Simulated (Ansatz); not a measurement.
# Sn (Im-3m) in Ansatz: convergence with k mesh

Aim: find how far k mesh must go before the results for Sn settle, at PBEsol. This setting moves, with any that are tied to it; all else stays.

Everything below comes from runs of Ansatz 0.2.0. Logs are shortened: lines on timing, memory, paths and dates and some standing lists are left out, and cuts for length are marked.

## 1. Starting point

The structure is cubic, space group Im-3m (No. 229). The conventional cell has a = 3.789 Å, b = 3.789 Å, c = 3.789 Å, α = 90.00°, β = 90.00°, γ = 90.00°. Around Sn (site symmetry m-3m) lie 8 Sn at 3.28 Å.

This isn't the form of Sn at room conditions, which is tetragonal (white tin).

## 2. With k mesh 3 × 3 × 3

input.yaml reads:

```yaml
crystal:
  lattice:
    - [-1.8946518192, 1.8946518192, 1.8946518192]
    - [1.8946518192, -1.8946518192, 1.8946518192]
    - [1.8946518192, 1.8946518192, -1.8946518192]
  atoms:
    - { symbol: Sn, position: [0.0, 0.0, 0.0] }
hamiltonian:
  xc: pbesol
  pseudopotentials: { kind: paw }
kpoints:
  mp_grid: { grid: [3, 3, 3] }
scf:
  occupations: { method: gaussian, width: 0.05 }
output:
  forces: true
  stress: true
  eigenvalues: true
```

Potentials or basis: Ansatz PAW.

Launch:

```bash
> ansatz run input.yaml --threads 2 --pin off --max-ram 5632MiB --backend cpu --events-out ev --progress --plain --runs-dir out
```

Run time: 0.26 s. Hardware: 2 threads of Arm Neoverse V2, shared host; peak memory 0.24 GiB.

Results:

| Item | Value |
| --- | --- |
| Free energy | -5949.7739 eV |
| Pressure | -4.0 GPa |
| Band gap on the k mesh | none (metal or under the smearing width) |

## 3. With k mesh 4 × 4 × 4

Changes to input.yaml since step 2:

```diff
@@ -11,3 +11,3 @@
 kpoints:
-  mp_grid: { grid: [3, 3, 3] }
+  mp_grid: { grid: [4, 4, 4] }
 scf:
```

Potentials or basis: Ansatz PAW.

Launch:

```bash
> ansatz run input.yaml --threads 2 --pin off --max-ram 5632MiB --backend cpu --events-out ev --progress --plain --runs-dir out
```

It took 0.29 s on 2 threads of Arm Neoverse V2, shared host; peak memory 0.25 GiB.

What came out:

- Free energy: -5949.6296 eV
- Pressure: -2.1 GPa
- Band gap on the k mesh: none (metal or under the smearing width)

## 4. With k mesh 5 × 5 × 5

Changes to input.yaml since step 3:

```diff
@@ -11,3 +11,3 @@
 kpoints:
-  mp_grid: { grid: [4, 4, 4] }
+  mp_grid: { grid: [5, 5, 5] }
 scf:
```

Launch:

```bash
> ansatz run input.yaml --threads 2 --pin off --max-ram 5632MiB --backend cpu --events-out ev --progress --plain --runs-dir out
```

Wall time 0.3 s (2 threads of Arm Neoverse V2, shared host); peak memory 0.25 GiB.

Results:

```yaml
Free_energy: -5949.5063 eV
Pressure: 1.4 GPa
Band_gap_on_the_k_mesh: none (metal or under the smearing width)
```

## 5. With k mesh 6 × 6 × 6

Changes to input.yaml since step 4:

```diff
@@ -11,3 +11,3 @@
 kpoints:
-  mp_grid: { grid: [5, 5, 5] }
+  mp_grid: { grid: [6, 6, 6] }
 scf:
```

Launch:

```bash
> ansatz run input.yaml --threads 2 --pin off --max-ram 5632MiB --backend cpu --events-out ev --progress --plain --runs-dir out
```

Run time: 0.34 s. Hardware: 2 threads of Arm Neoverse V2, shared host; peak memory 0.25 GiB.

What came out:

```
Free energy            : -5949.7711 eV
Pressure               : -2.1 GPa
Band gap on the k mesh : none (metal or under the smearing width)
```

## 6. With k mesh 7 × 7 × 7

Changes to input.yaml since step 5:

```diff
@@ -11,3 +11,3 @@
 kpoints:
-  mp_grid: { grid: [6, 6, 6] }
+  mp_grid: { grid: [7, 7, 7] }
 scf:
```

Potentials or basis: Ansatz PAW.

Launch:

```bash
> ansatz run input.yaml --threads 2 --pin off --max-ram 5632MiB --backend cpu --events-out ev --progress --plain --runs-dir out
```

It took 0.35 s on 2 threads of Arm Neoverse V2, shared host; peak memory 0.25 GiB.

It converged, with:

```yaml
Free_energy: -5949.7701 eV
Pressure: -1.8 GPa
Band_gap_on_the_k_mesh: none (metal or under the smearing width)
```

## 7. With k mesh 9 × 9 × 9

Changes to input.yaml since step 6:

```diff
@@ -11,3 +11,3 @@
 kpoints:
-  mp_grid: { grid: [7, 7, 7] }
+  mp_grid: { grid: [9, 9, 9] }
 scf:
```

Launch:

```bash
> ansatz run input.yaml --threads 2 --pin off --max-ram 5632MiB --backend cpu --events-out ev --progress --plain --runs-dir out
```

It took 0.44 s on 2 threads of Arm Neoverse V2, shared host; peak memory 0.26 GiB.

Results (log left out):

| Item | Value |
| --- | --- |
| Free energy | -5949.7523 eV |
| Pressure | -2.4 GPa |
| Band gap on the k mesh | none (metal or under the smearing width) |

## 8. With k mesh 11 × 11 × 11

Changes to input.yaml since step 7:

```diff
@@ -11,3 +11,3 @@
 kpoints:
-  mp_grid: { grid: [9, 9, 9] }
+  mp_grid: { grid: [11, 11, 11] }
 scf:
```

Launch:

```bash
> ansatz run input.yaml --threads 2 --pin off --max-ram 5632MiB --backend cpu --events-out ev --progress --plain --runs-dir out
```

Run time: 0.56 s. Hardware: 2 threads of Arm Neoverse V2, shared host; peak memory 0.27 GiB.

The run converged. Its results:

- Free energy: -5949.7393 eV
- Pressure: -1.6 GPa
- Band gap on the k mesh: none (metal or under the smearing width)

## 9. With k mesh 14 × 14 × 14

Changes to input.yaml since step 8:

```diff
@@ -11,3 +11,3 @@
 kpoints:
-  mp_grid: { grid: [11, 11, 11] }
+  mp_grid: { grid: [14, 14, 14] }
 scf:
```

Potentials or basis: Ansatz PAW.

Launch:

```bash
> ansatz run input.yaml --threads 2 --pin off --max-ram 5632MiB --backend cpu --events-out ev --progress --plain --runs-dir out
```

Wall time 0.89 s (2 threads of Arm Neoverse V2, shared host); peak memory 0.29 GiB.

The run converged. Its results:

- Free energy: -5949.7515 eV
- Pressure: -2.0 GPa
- Band gap on the k mesh: none (metal or under the smearing width)

## 10. With k mesh 16 × 16 × 16

Changes to input.yaml since step 9:

```diff
@@ -11,3 +11,3 @@
 kpoints:
-  mp_grid: { grid: [14, 14, 14] }
+  mp_grid: { grid: [16, 16, 16] }
 scf:
```

Potentials or basis: Ansatz PAW.

Launch:

```bash
> ansatz run input.yaml --threads 2 --pin off --max-ram 5632MiB --backend cpu --events-out ev --progress --plain --runs-dir out
```

Output:

```text
Warning: RAYON_NUM_THREADS=2 ignored (pool sized by the plan → 2); use --threads N
Engine: ansatz 0.2.0, aarch64-unknown-linux-gnu
Pseudopotentials: kind: paw
Pseudopotential: Sn, paw, valence charge 14, recommended cutoff 420 eV (normal), Sn.paw.azcp
Functional definition: PBEsol
  exchange = pbesol_x
  correlation = pbesol_c
Crystal: 1 atoms, lattice volume = 27.205 Å³
Basis set: ecut = 420 eV, 555 PW (Γ), exchange–correlation on 48×48×48 points (8 copies of the dense FFT grid, shifted against one another)
Bands: 11, of which v1, the nominal top of the filled ones, is band 7 counted from 1 (6 counted from 0)
Symmetry: 48 space group operations
Space group: Im-3m (ITA 229), of the structure as read, at distance tolerance 3.0e-5 Å
k-points: 145 of 4096
Non-local potential: Sn, projectors of the file, l = 0: 2, l = 1: 2, l = 2: 2, l = 3: 2
PAW form: soft (Blöchl's): semilocal exchange-correlation on the pseudo side does not see the compensation charge
PAW frozen core: Sn, regenerated for the run's functional, and the local potential with it (the file was generated under x = pbe(κ = 0.804, μ = 0.2195149727645171), c = pbe(β = 0.06672455060314922))
PAW one-centre angular grid: Sn, 590 points (default); XC on 64 Gauss nodes
Initial density: superposition of atomic densities (neutral atoms: chi_scale 0, normalization atom), corrected by the library's trained network
Initial wavefunctions: pseudopotential atomic-orbital guess
Functional: x = pbesol(κ = 0.804, μ = 0.12345679012345678), c = pbesol(β = 0.046)
SCF iter   1: F=—  HF=-5949.743820 eV  |F-HF|=—  |Δ(HF+E_count)|=         —  Δρ=2.71e-3  dr2=1.01e-3  ethr=1.77e-3  ⟨swp⟩=5.7  Hψ=9419  notcnv=0
preconditioner: auto → none  [insulator: Δε(μ)=0.053 eV  Ē_g=23.103 eV  σ=0.050 eV  W_gap=0.54  n_scr=12 (ndim 8)  ℏωp=26.6 eV  f_vac=0.000  D(μ)=0.57/eV (n_scr^D=0)  ε∞_Penn≈2.3]
SCF iter   2: F=—  HF=-5949.742594 eV  |F-HF|=—  |Δ(HF+E_count)|=   1.23e-3  Δρ=9.94e-4  dr2=1.21e-4  ethr=7.23e-6  ⟨swp⟩=2.0  Hψ=2998  notcnv=0
SCF iter   3: F=—  HF=-5949.742570 eV  |F-HF|=—  |Δ(HF+E_count)|=   2.38e-5  Δρ=1.75e-4  dr2=9.36e-6  ethr=8.64e-7  ⟨swp⟩=2.0  Hψ=2571  notcnv=0
SCF iter   4: F=—  HF=-5949.742570 eV  |F-HF|=—  |Δ(HF+E_count)|=   4.06e-8  Δρ=1.99e-4  dr2=8.50e-6  ethr=6.69e-8  ⟨swp⟩=2.0  Hψ=2573  notcnv=0
SCF iter   5: F=—  HF=-5949.742566 eV  |F-HF|=—  |Δ(HF+E_count)|=   4.61e-6  Δρ=1.08e-4  dr2=2.52e-6  ethr=6.07e-8  ⟨swp⟩=2.0  Hψ=2559  notcnv=0
SCF iter   6: F=—  HF=-5949.742564 eV  |F-HF|=—  |Δ(HF+E_count)|=   1.81e-6  Δρ=3.16e-5  dr2=2.23e-7  ethr=1.80e-8  ⟨swp⟩=2.1  Hψ=2369  notcnv=0
SCF iter   7: F=-5949.742564 eV  HF=-5949.742564 eV  |F-HF|=6.42e-9  |Δ(HF+E_count)|=   1.64e-7  Δρ=4.81e-6  dr2=3.93e-9  ethr=7.14e-10  ⟨swp⟩=6.0  Hψ=7423  notcnv=0
SCF 1 converged in 7 iterations: F = -5949.742564 eV  dr2 = 3.93e-9
SCF converged after 7 iterations
Free energy (F): -5949.742564 eV
Harris-Foulkes:  -5949.742564 eV  (|F-HF|=6.42e-9)
Internal energy: -5949.741860 eV  (E = F + TS)
E sigma→0 (E₀):  -5949.742212 eV
Entropy (-TS):   -0.000704 eV (-0.704 meV/atom)
Fermi energy:    10.646364 eV
--- Per-component energies (eV) ---
  E_band       = -82.417100
  E_kinetic    = 186.319755
  E_local      = -825.593409  (includes V_loc(G=0)·N_el)
  E_nonlocal   = -30.912990
  E_hartree    = 518.503979
  E_xc         = -379.649093
  E_vxc        = -97.261383  (∫ρ·V_xc dr)
  E_paw        = -4063.416955  (= ΣΔE_a)
  E_vpaw       = -351.979768  (= ΣTr[D̂ρ^β])
  E_aug_tail   = -0.000000  (compensation charges beyond the density's cutoff)
  E_ewald      = -1355.277987
  E_core_change = 0.284840  (= ΣΔE_core)
  E_smearing   = -0.000704  (= −TS)
  E_closure    = 0.000000  (closes the sum)
  Σ components = -5949.742564   (vs F -5949.742564, Δ=0.00e0)
--- Forces (eV/Å), atoms counted from 1 ---
  atom   1  Sn     0.00000000    -0.00000000     0.00000000
  max |Σ_I F_I| component: 5.59e-31 eV/Å
--- Stress (GPa, compression-positive) ---
       -1.735225      -0.000000      -0.000000
        0.000000      -1.735225       0.000000
       -0.000000      -0.000000      -1.735225
  P = ⅓ Tr σ = -1.7352 GPa (-17.352 kbar)
--- Band table (eV; the first three rows and the last of 145) ---
  k-point 0: bands = ["-10.7803", "-10.7803", "-10.7803", "-10.6407", "-10.6407", "-0.4050", "18.6301", "18.6301", "18.6301", "22.7873", "22.7873"]
  k-point 1: bands = ["-10.7821", "-10.7777", "-10.7720", "-10.6427", "-10.6409", "-0.3199", "17.8715", "18.2837", "18.5169", "21.7954", "22.0571"]
  k-point 2: bands = ["-10.7871", "-10.7708", "-10.7483", "-10.6480", "-10.6416", "-0.0644", "16.1538", "17.5115", "18.1906", "20.8685", "21.2266"]
  k-point 144: bands = ["-10.8004", "-10.8004", "-10.5775", "-10.5775", "-10.5775", "8.1853", "10.2078", "10.2078", "10.2078", "14.5188", "14.5188"]
```

It took 1.1 s on 2 threads of Arm Neoverse V2, shared host; peak memory 0.31 GiB.

What came out:

```
Free energy            : -5949.7426 eV
Pressure               : -1.7 GPa
Band gap on the k mesh : none (metal or under the smearing width)
```

## 11. Result

| k mesh | energy less the tightest run, at zero smearing (meV/atom) | pressure (GPa) | SCF cycles | CPU time (s) | peak memory (GiB) |
| --- | --- | --- | --- | --- | --- |
| 3 × 3 × 3 | -29.23 | -4.01 | 6 | 0.36 | 0.24 |
| 4 × 4 × 4 | 117.88 | -2.06 | 6 | 0.41 | 0.25 |
| 5 × 5 × 5 | 239.82 | 1.40 | 6 | 0.43 | 0.25 |
| 6 × 6 × 6 | -28.29 | -2.10 | 7 | 0.52 | 0.25 |
| 7 × 7 × 7 | -26.53 | -1.80 | 6 | 0.54 | 0.25 |
| 9 × 9 × 9 | -9.59 | -2.45 | 6 | 0.72 | 0.26 |
| 11 × 11 × 11 | 3.44 | -1.64 | 6 | 0.95 | 0.27 |
| 14 × 14 × 14 | -9.16 | -2.03 | 7 | 1.6 | 0.29 |
| 16 × 16 × 16 | 0.00 | -1.74 | 7 | 2.1 | 0.31 |

Not settled before the last step: the energy (to 1 meV/atom), the pressure (to 0.1 GPa). Meshes of other sizes hit other points, so gaps and Fermi surfaces needn't settle smoothly. The tightest run that finished is the yardstick and may itself not be fully converged.

Caveats: the PAW data sets come from PBE, with cores solved anew for the run's functional, which leaves a small shift of forces and pressure.
